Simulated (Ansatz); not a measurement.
**BaF2: energy against volume in PBE, exact exchange and the RPA**

One table from this session's results is given with a row withheld; the runs are named, their logs left out.

The runs shown are made with Ansatz 0.2.0. PBE orbitals, norm-conserving pseudopotentials, plane waves. Spin-unpolarised throughout; all numbers are computed.

### The system as given

The cell was relaxed beforehand with r2SCAN; volume changes: +0 %, -5 %, +5 %, -10 %, +10 %.

The symmetry is Fm-3m (No. 225, cubic); conventional cell a = 6.194 Å, 19.81 Å³ an atom. Ba has 8 F at 2.68 Å; F has 4 Ba at 2.68 Å.

Coordinates:

```
CELL_PARAMETERS angstrom
0.00000 3.09717 3.09717
3.09717 0.00000 3.09717
3.09717 3.09717 0.00000
ATOMIC_POSITIONS crystal
Ba 0.00000 0.00000 0.00000
F 0.25000 0.25000 0.25000
F 0.75000 0.75000 0.75000
```

The first run:

File input.yaml:

```yaml
crystal:
  lattice:
    - [0.0, 3.0971666795, 3.0971666795]
    - [3.0971666795, 0.0, 3.0971666795]
    - [3.0971666795, 3.0971666795, 0.0]
  atoms:
    - { symbol: Ba, position: [0.0, 0.0, 0.0] }
    - { symbol: F, position: [0.25, 0.25, 0.25] }
    - { symbol: F, position: [0.75, 0.75, 0.75] }
kpoints:
  mp_grid: { grid: [4, 4, 4] }
hamiltonian:
  xc: pbe
  pseudopotentials: { kind: nc }
scf:
  occupations: { method: fixed }
output:
  rpa_energy:
    ecut_chi_ladder: [182, 204, 227, 251, 276]
    long_wavelength: optical_limit
basis:
  ecutwfc: 1320.0
```

Among the steps run: The unscaled cell; Volume -5 %; Volume +5 %; Volume -10 %; Volume +10 %.

One of the session's tables, all rows but one given; the rest of the session is left out.

It belongs to the step «The three curves». Energies in meV/atom from the unscaled cell:

```
volume (Å³/atom)   PBE  exact exchange  EXX+RPA  RPA correlation
          17.826  63.3           106.0     39.2            -66.8
          18.816  19.2            38.1     11.6            -26.5
          19.806   0.0             0.0      0.0              0.0
          20.797     ?               ?        ?                ?
          21.787  13.7           -13.8     34.5             48.4
```

Q: Estimate the row for volume (Å³/atom) = 20.797 from the others.

Worked estimate for «PBE». A straight line through the neighbours (19.806, 0.0) and (21.787, 13.7) gives 0.0 + (13.7 − 0.0) × (20.797 − 19.806) / (21.787 − 19.806) = 6.9; a parabola fitted to 3 rows on both sides gives -1.8.

The run gave: PBE: -0.3; exact exchange: -15.6; EXX+RPA: 11.4; RPA correlation: 27.0. In «PBE» the line misses by +7.2 and the parabola by -1.5.
